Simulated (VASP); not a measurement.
Sb, 1 atom in the cell. It takes space group Pm-3m (No. 221, cubic). The conventional cell has a = 3.160 Å, b = 3.160 Å, c = 3.160 Å, α = 90.00°, β = 90.00°, γ = 90.00°. Sb (site symmetry m-3m) is surrounded by 6 Sb at 3.16 Å. This isn't the form of Sb at room conditions, which is rhombohedral.

| Quantity | Value |
| --- | --- |
| Program | VASP 6.6.1 |
| Task | single point |
| Functional | PBE |
| Potentials or basis | VASP PAW PBE potentials, release 64 (Sb_d_GW) |
| Cutoff | 500 eV |
| k mesh | 5 × 5 × 5 |
| Occupations | gaussian, width 0.02 eV |
| Spin | no spin polarisation |
| Further INCAR settings | ALGO = Normal; EDIFF = 1e-07 |

Potentials or basis: VASP PAW PBE potentials, release 64 (Sb_d_GW).

The run is started by

```sh
$ cat potpaw_PBE.64/Sb_d_GW/POTCAR > POTCAR
$ mpirun -np 1 vasp_std > vasp.out
```

Hardware: 1 thread of Intel(R) Xeon(R) Platinum 8488C (Sapphire Rapids), with other jobs on the host.

Q: Estimate the wall time of this run.

A: Wall time 3.8 s on 1 thread of Intel(R) Xeon(R) Platinum 8488C (Sapphire Rapids), with other jobs on the host, peak memory 0.13 GiB. Counts: scf iterations 11, k points 10.
